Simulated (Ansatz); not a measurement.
# V: band structure with LDA

Crystal: V.

```
CELL_PARAMETERS angstrom
-1.51435 1.51435 1.51435
1.51435 -1.51435 1.51435
1.51435 1.51435 -1.51435
ATOMIC_POSITIONS crystal
V 0.00000 0.00000 0.00000
```

| Item | Value |
| --- | --- |
| Program | Ansatz 0.2.0 |
| Task | band structure |
| Functional | LDA |
| Potentials or basis | all-electron LAPW, scalar-relativistic |
| Cutoff | 257 eV (chosen from the basis error) |
| Basis error allowed | 0.001 eV/atom |
| k mesh | 12 × 12 × 12 |
| Occupations | fermi-dirac, width 0.05 eV |
| Spin | collinear spin, ferromagnetic start |
| Starting moments | [2.0] μB |

```
Pressure                : -17.8 GPa
Band gap along the path : none (metal or under the smearing width)
Net moment              : 0.00 μB per cell
Absolute moment         : 0.00 μB per cell
```

Levels at the corners of the path, in eV from the Fermi level:
Spin up:
```csv
point,band 4,band 5,band 6,band 7,band 8,band 9
Γ,-36.76,-6.46,0.39,0.39,0.39,2.31
H,-37.33,-2.87,-2.87,3.61,3.61,3.61
N,-36.76,-3.07,-1.08,1.63,2.31,2.65
Γ,-36.76,-6.46,0.39,0.39,0.39,2.31
P,-37.17,-1.07,-1.07,-1.07,2.71,2.71
H,-37.33,-2.87,-2.87,3.61,3.61,3.61
```
Spin down:
| point | band 3 | band 4 | band 5 | band 6 | band 7 | band 8 | band 9 | band 10 |
| --- | --- | --- | --- | --- | --- | --- | --- | --- |
| Γ | -36.76 | -36.76 | -6.46 | 0.39 | 0.39 | 0.39 | 2.31 | 2.31 |
| H | -37.33 | -37.33 | -2.87 | -2.87 | 3.61 | 3.61 | 3.61 | 9.93 |
| N | -37.02 | -36.76 | -3.07 | -1.08 | 1.63 | 2.31 | 2.65 | 3.98 |
| Γ | -36.76 | -36.76 | -6.46 | 0.39 | 0.39 | 0.39 | 2.31 | 2.31 |
| P | -37.17 | -37.17 | -1.07 | -1.07 | -1.07 | 2.71 | 2.71 | 10.17 |
| H | -37.33 | -37.33 | -2.87 | -2.87 | 3.61 | 3.61 | 3.61 | 9.93 |

Wall time 5.5 s on 2 threads of Arm Neoverse V2 (shared host), peak memory 0.33 GiB.

Caveat: the starting moments weren't kept.
